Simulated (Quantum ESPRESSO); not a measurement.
**C in Quantum ESPRESSO: the effect of functional**

C:

```
CELL_PARAMETERS angstrom
0.00000 1.78337 1.78337
1.78337 0.00000 1.78337
1.78337 1.78337 0.00000
ATOMIC_POSITIONS crystal
C 0.75000 0.75000 0.75000
C 0.50000 0.50000 0.50000
```

This isn't the form of C at room conditions, which is graphite.

Alike in all runs:

```yaml
Program: Quantum ESPRESSO 7.5
Task: band structure
Potentials_or_basis: SG15 PBE 1.2
Cutoff: 1197 eV
Density_cutoff: 4789 eV
k_mesh: 10 × 10 × 10
Occupations: fermi-dirac, width 0.05 eV
Spin: no spin polarisation
```

```tsv
functional	gap on the mesh (eV)	pressure (GPa)
r2SCAN	4.30	-2.4
SCAN	4.51	-4.1
TPSS	?	?
```

Question: What does the run with functional TPSS give?

Answer: gap on the mesh 4.29 eV; pressure 1.8 GPa.

Caveats: the potentials were made for another functional, which shifts forces and pressure.

A k mesh can miss the band edges.

Runs at the PBE level aren't shown here.
